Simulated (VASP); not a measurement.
VASP 6.6.1 run: LiH

INCAR

```
LREAL = .FALSE.
NBANDS = 4
EDIFF = 1E-7
NSW = 0
LASPH = .TRUE.
ISIF = 2
IBRION = -1
LCHARG = .FALSE.
ISMEAR = -1
ENCUT = 520
GGA = CA
PREC = Medium
LWAVE = .FALSE.
SIGMA = 0.3
NELM = 62
```

KPOINTS

```
KPOINTS created by Atomic Simulation Environment
0
Gamma
8 8 8
0 0 0
```

POSCAR

```
Li H
 1.0000000000000000
     0.0559000000000000    2.1572000000000000    2.1025999999999998
     2.1665000000000001    0.0342000000000000    2.1242999999999999
     2.1696000000000000    2.1819999999999999    0.0311000000000000
 Li  H
   1   1
Cartesian
  4.3821114699999999  4.3309946399999992  4.2152122699999994
  1.0121713399999999  1.0489741399999999  0.9903589199999998
```

The recommended LDA PAW datasets give the neutral cell 4 valence electrons.

Command

```
mpirun -np 1 vasp_std
```

OSZICAR

```
N       E                     dE             d eps       ncg     rms          rms(c)
DAV:   1     0.218706478855E+01    0.21871E+01   -0.13454E+03  2100   0.878E+02
DAV:   2    -0.616324174807E+01   -0.83503E+01   -0.79021E+01  2656   0.111E+02
DAV:   3    -0.667916340411E+01   -0.51592E+00   -0.51592E+00  3020   0.271E+01
DAV:   4    -0.669972078121E+01   -0.20557E-01   -0.20557E-01  3024   0.484E+00
DAV:   5    -0.669989334666E+01   -0.17257E-03   -0.17257E-03  3204   0.394E-01    0.323E+00
DAV:   6    -0.641752607117E+01    0.28237E+00   -0.28718E-01  2188   0.313E+00    0.156E+00
DAV:   7    -0.633171075433E+01    0.85815E-01   -0.31322E-01  2272   0.348E+00    0.264E-01
DAV:   8    -0.633417692528E+01   -0.24662E-02   -0.12755E-02  2548   0.124E+00    0.689E-02
DAV:   9    -0.633411392967E+01    0.62996E-04   -0.67514E-04  3420   0.214E-01    0.306E-02
DAV:  10    -0.633410687961E+01    0.70501E-05   -0.20887E-05  3312   0.522E-02    0.500E-03
DAV:  11    -0.633410709648E+01   -0.21688E-06   -0.15816E-06  2840   0.180E-02    0.257E-03
DAV:  12    -0.633410715807E+01   -0.61589E-07   -0.45274E-07  3032   0.715E-03
   1 F= -.63341072E+01 E0= -.63335474E+01  d E =-.111946E-02
```

From OUTCAR

```
k-points           NKPTS =    260   k-points in BZ     NKDIM =    260   number of bands    NBANDS=      4

   NELECT =       4.0000    total number of electrons

   dimension x,y,z NGX =    18 NGY =   18 NGZ =   18
   dimension x,y,z NGXF=    24 NGYF=   24 NGZF=   28

  energy-cutoff  :      520.00
  volume of cell :       19.32
      direct lattice vectors                 reciprocal lattice vectors
     0.055900000  2.157200000  2.102600000    -0.239844745  0.235049264  0.240825192
     2.166500000  0.034200000  2.124300000     0.233976943 -0.236009818  0.235917944
     2.169600000  2.182000000  0.031100000     0.233451454  0.229616527 -0.241785746

 k-points in reciprocal lattice and weights: KPOINTS created by Atomic Simulation Env
   0.00000000  0.00000000  0.00000000       0.002
   0.12500000  0.00000000  0.00000000       0.004
   0.25000000  0.00000000  0.00000000       0.004
   0.37500000 -0.00000000 -0.00000000       0.004
   0.50000000  0.00000000  0.00000000       0.002
   0.00000000  0.12500000 -0.00000000       0.004
   0.12500000  0.12500000 -0.00000000       0.004
   0.25000000  0.12500000  0.00000000       0.004
   ...

 E-fermi :   0.5613

 k-point     1 :       0.0000    0.0000    0.0000
  band No.  band energies     occupation
      1     -44.0162      2.00000
      2      -5.3976      2.00000
      3      11.6453      0.00000
      4      14.9425      0.00000

 k-point     2 :       0.1250    0.0000    0.0000
  band No.  band energies     occupation
      1     -44.0116      2.00000
      2      -5.1456      2.00000
      3      10.3553      0.00000
      4      13.9641      0.00000

 k-point     3 :       0.2500    0.0000    0.0000
  band No.  band energies     occupation
      1     -44.0007      2.00000
      2      -4.4095      2.00000
      3       7.0045      0.00000
      4      13.2058      0.00000

 k-point     4 :       0.3750   -0.0000   -0.0000
  band No.  band energies     occupation
      1     -43.9898      2.00000
      2      -3.3320      2.00000
      3       4.0069      0.00002
      4      12.7358      0.00000

 k-point     5 :       0.5000    0.0000    0.0000
  band No.  band energies     occupation
      1     -43.9852      2.00000
      2      -2.6385      1.99995
      3       2.6461      0.00192
      4      12.6087      0.00000

 k-point     6 :       0.0000    0.1250   -0.0000
  band No.  band energies     occupation
      1     -44.0121      2.00000
      2      -5.1435      2.00000
      3      10.0253      0.00000
      4      14.0040      0.00000

 k-point     7 :       0.1250    0.1250   -0.0000
  band No.  band energies     occupation
      1     -44.0104      2.00000
      2      -5.0572      2.00000
      3      10.2028      0.00000
      4      12.7790      0.00000

 k-point     8 :       0.2500    0.1250    0.0000
  band No.  band energies     occupation
      1     -44.0015      2.00000
      2      -4.4788      2.00000
      3       8.0113      0.00000
      4      11.5996      0.00000

 k-point     9 :       0.3750    0.1250   -0.0000
  band No.  band energies     occupation
      1     -43.9907      2.00000
      2      -3.4884      2.00000
      3       4.9652      0.00000
      4      11.1271      0.00000

 k-point    10 :       0.5000    0.1250    0.0000
  band No.  band energies     occupation
      1     -43.9841      2.00000
      2      -2.5350      1.99993
      3       2.9660      0.00066
      4      11.3023      0.00000

 ...

  Total       -0.2142509     -0.2046901     -0.1684471     -0.0803964      0.1116839     -0.1195530
  in kB      -17.7661157    -16.9733139    -13.9679700     -6.6666308      9.2610553     -9.9135739
  external PRESSURE =     -16.2357999 kB  Pullay stress =       0.0000000 kB

 POSITION                                       TOTAL-FORCE (eV/Angst)
 -----------------------------------------------------------------------------------
      4.38211      4.33099      4.21521        -0.175258      0.032458     -0.013260
      1.01217      1.04897      0.99036         0.175258     -0.032458      0.013260
 -----------------------------------------------------------------------------------
    total drift:                               -0.002158      0.000574     -0.000673

  FREE ENERGIE OF THE ION-ELECTRON SYSTEM (eV)
  ---------------------------------------------------
  free  energy   TOTEN  =        -6.3341071581 eV

  energy  without entropy=       -6.3329876982  energy(sigma->0) =       -6.33354743
```

It converged. Results: gap between bands v and c on the k mesh 3.74 eV; least direct gap on the k mesh 4.77 eV; pressure -1.6 GPa; largest force 0.18 eV/Å. Band v is the last that the valence electrons fill when counted band by band, and c is the next.

For comparison, a separate LDA run of the intended cell, on usual settings and not on those above, gives a gap of 3.74 eV on its mesh and a pressure of -1.6 GPa.

The run above took about 4.4 s on one core of a shared host (Intel Xeon 6975P-C) and held 0.12 GiB at most.
